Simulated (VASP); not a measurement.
Input of a VASP 6.6.1 run:

Contents of INCAR:

```
SYSTEM = SnO2
ALGO = Normal
EDIFF = 1E-6
ENCUT = 520
GGA_COMPAT = .False.
ISIF = 2
ISMEAR = 0
KPAR = 4
LASPH = .True.
LCHARG = .False.
LMIXTAU = .True.
LORBIT = 11
LREAL = .False.
LSORBIT = .True.
LWAVE = .False.
MAGMOM = 0 0 0 0 0 0 0 0 0 0 0 0 0 0 0 0 0 0
METAGGA = R2SCAN
NBANDS = 68
NELM = 100
PREC = Accurate
SIGMA = 0.02
```

KPOINTS

```
k-points
0
Gamma
  4 4 6
  0 0 0
```

POSCAR

```
SnO2
1.0
    4.7380000000      0.0000000000      0.0000000000
    0.0000000000      4.7380000000      0.0000000000
    0.0000000000      0.0000000000      3.1865000000
Sn O
2 4
Direct
    0.5000000000      0.5000000000      0.5000000000
    0.0000000000      0.0000000000      0.0000000000
    0.8071000000      0.1929000000      0.5000000000
    0.6929000000      0.6929000000      0.0000000000
    0.1929000000      0.8071000000      0.5000000000
    0.3071000000      0.3071000000      0.0000000000
```

The input KPOINTS_OPT:

```
path GXMGZRAZ,XR,MA
20
line-mode
reciprocal
 0.0000000000  0.0000000000  0.0000000000  G
 0.0000000000  0.5000000000  0.0000000000  X

 0.0000000000  0.5000000000  0.0000000000  X
 0.5000000000  0.5000000000  0.0000000000  M

 0.5000000000  0.5000000000  0.0000000000  M
 0.0000000000  0.0000000000  0.0000000000  G

 0.0000000000  0.0000000000  0.0000000000  G
 0.0000000000  0.0000000000  0.5000000000  Z

 0.0000000000  0.0000000000  0.5000000000  Z
 0.0000000000  0.5000000000  0.5000000000  R

 0.0000000000  0.5000000000  0.5000000000  R
 0.5000000000  0.5000000000  0.5000000000  A

 0.5000000000  0.5000000000  0.5000000000  A
 0.0000000000  0.0000000000  0.5000000000  Z

 0.0000000000  0.5000000000  0.0000000000  X
 0.0000000000  0.5000000000  0.5000000000  R

 0.5000000000  0.5000000000  0.0000000000  M
 0.5000000000  0.5000000000  0.5000000000  A
```

Potentials or basis: VASP PAW PBE potentials, release 64 (Sn_d, O).

Run with:

```sh
$ cat potpaw_PBE.64/Sn_d/POTCAR potpaw_PBE.64/O/POTCAR > POTCAR
$ mpirun -np 4 vasp_ncl > vasp.out
```

(1) Estimate the pressure.

(2) Predict the largest force.

Results:

(1) 4.5 GPa.

(2) 0.275 eV/Å.

Caveat: the PAW data sets were made with another functional, which shifts forces and pressure a little.
